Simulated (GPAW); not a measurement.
Runs of GPAW 26.7.0 on PbSe (Clausthalite). Symmetry: Fm-3m, No. 225, cubic system. Conventional cell: a = 6.121 Å, b = 6.121 Å, c = 6.121 Å, α = 90.00°, β = 90.00°, γ = 90.00°. Pb (site symmetry m-3m) has 6 Se at 3.06 Å as nearest neighbours. Se (site symmetry m-3m) has 6 Pb at 3.06 Å as nearest neighbours. 

```csv
task,level,potentials or basis,cell,k mesh,cutoff (eV),eigensolver,maxiter,optimizer,fmax,max steps,mesh quality,gap on the mesh (eV),pressure (GPa)
relaxation of cell and atoms,BLYP,"PAW data sets generated in the run's folder for this functional, pw",relaxed,8 × 8 × 8,600,davidson,150,BFGS,0.02 eV/Å,100,not flagged,(a),0.0
band structure,BLYP,"PAW data sets generated in the run's folder for this functional, pw",as given,8 × 8 × 8,600,davidson,150,-,-,-,not flagged,0.37,5.7
band structure,r2SCAN,"GPAW PAW data sets (gpaw-data 1.2.1), pw",as given,8 × 8 × 8,600,-,150,-,-,-,not flagged,0.53,(b)
band structure,LDA,"PAW data sets generated in the run's folder for this functional, pw",as given,6 × 6 × 6,600,-,150,-,-,-,not flagged,0.14,-2.4
```

Alike in all rows: no spin polarisation; smearing fermi-dirac 0.05 eV.

Q: Estimate the missing entries.

A: (a) 0.65; (b) 1.3.

Caveats: spin-orbit coupling is left out, which as a rule narrows the gap of such compounds by several tenths of an eV; later steps reuse the first step's grids (some runs); the PAW data sets were made with another functional, which shifts forces and pressure a little (some runs).

A k mesh can miss the band edges, and the runs leave out spin-orbit coupling on Pb, Se.

Runs at the PBE level aren't shown here.
